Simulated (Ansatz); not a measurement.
**Y in Ansatz: the effect of functional**

Crystal: Y.

```
CELL_PARAMETERS angstrom
3.57294 0.00000 0.00000
-1.78647 3.09426 0.00000
0.00000 0.00000 5.61362
ATOMIC_POSITIONS crystal
Y 0.66667 0.33333 0.75000
Y 0.33333 0.66667 0.25000
```

The cell isn't the ideal one: volume scaled by 0.94.

Alike in all runs:

| Item | Value |
| --- | --- |
| Program | Ansatz 0.2.0 |
| Task | single point |
| Potentials or basis | Ansatz PAW |
| k mesh | 8 × 8 × 5 |
| Occupations | fermi-dirac, width 0.05 eV |
| Spin | no spin polarisation |

```csv
functional,cutoff,pressure (GPa)
LDA,420 eV (not typed: the program's choice for these potentials),?
r2SCAN,500 eV (not typed: the program's choice for these potentials),3.5
PBE,420 eV (not typed: the program's choice for these potentials),2.6
```

Question: What does the run with functional LDA give?

Answer: Pressure -1.6 GPa.

Caveats: the PAW data sets come from PBE, with cores solved anew for the run's functional, which leaves a small shift of forces and pressure (some runs).
